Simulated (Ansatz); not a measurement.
The cell of MgH4 is invented: random cell by space group and Wyckoff sites (I-4m2, No. 119). Lengths were set from tabulated atomic sizes, so they are only a guess.

```
Mg H
1.0
    -3.44483    3.44483    4.09258
     3.44483   -3.44483    4.09258
     3.44483    3.44483   -4.09258
Mg H
3 12
Cartesian
  0.0000 3.4448 2.6329
  0.0000 3.4448 1.4596
  0.0000 0.0000 4.0926
  0.5252 0.5252 0.0000
  2.9197 2.9197 4.0926
  -2.9197 2.9197 4.0926
  2.9197 -2.9197 4.0926
  2.8264 2.9924 1.3513
  0.6185 0.4524 5.4439
  -0.4524 0.6185 2.7413
  3.8972 2.8264 -1.3513
  2.8264 3.8972 1.3513
  0.6185 -0.4524 5.4439
  2.9924 2.8264 -1.3513
  0.4524 0.6185 2.7413
```

All numbers below come from DFT PBE, scalar-relativistic, plane waves, PAW (Ansatz 0.2.0). Cutoff 420 eV, Gaussian smearing, Γ-centred meshes. Cell and atoms relax first on a coarse mesh and then on a converged one. In between, the cell is made exact in the group found at 0.06 Å. The steps can't lower the symmetry of their start. No spin polarisation.

A guess keeps its type if space group and coordination stay and the shape of the cell changes little (axis ratios within about 15 %, angles within 6°); the volume may change.

Question: Will the relaxed cell still be of the starting type?

Answer: It doesn't keep its type. The symmetry stays I-4m2 (No. 119). The volume per atom shrinks by 20.9 %, from 13.0 to 10.2 Å³. The shortest distance goes from 0.90 Å (H–H) to 0.76 Å (H–H). The end holds H–H pairs as short as in free H₂ molecules (shortest 0.76 Å). The ratio c/a of the conventional cell changes by a factor of 1.34. Counting neighbours within 15 % of an atom's shortest distance, the start has H 1/2, Mg 1/8 and the end H 1, Mg 4. In detail, at the end Mg on a site of symmetry 2mm has 4 H at 2.18 Å; around Mg on a site of symmetry -4m2 lie 4 H at 1.89 Å; around H on a site of symmetry 2 lie 1 Mg at 1.89 Å and 2 Mg at 2.18 Å; 1 more site not described.

```
Mg H
1.0
    -2.88959    2.88959    4.59982
     2.88959   -2.88959    4.59982
     2.88959    2.88959   -4.59982
Mg H
3 12
Cartesian
  2.8896 0.0000 0.7538
  2.8896 0.0000 3.8460
  0.0000 0.0000 4.5998
  1.5517 1.5517 0.0000
  1.3379 1.3379 4.5998
  -1.3379 1.3379 4.5998
  1.3379 -1.3379 4.5998
  1.7491 2.5091 2.3923
  1.1405 0.3805 6.9921
  -0.3805 1.1405 2.2075
  3.2701 1.7491 -2.3923
  1.7491 3.2701 2.3923
  1.1405 -0.3805 6.9921
  2.5091 1.7491 -2.3923
  0.3805 1.1405 2.2075
```

Energies over the elements count from the elements' standard structures at the same level (H₂ as a molecule), with no fitted energy shifts.

Question: At what energy does it end?

Answer: +0.100 eV/atom. It can't be a ground state, since the elements alone are lower.

The last run used a 10×10×10 mesh for its 15-atom cell and Gaussian smearing of 0.10 eV. With hydrogen, zero-point motion can shift formation energies by some tens of meV/atom. A structure relaxed within its symmetry needn't be a true minimum.

In counts of neighbours, a slash parts the counts of unlike sites.
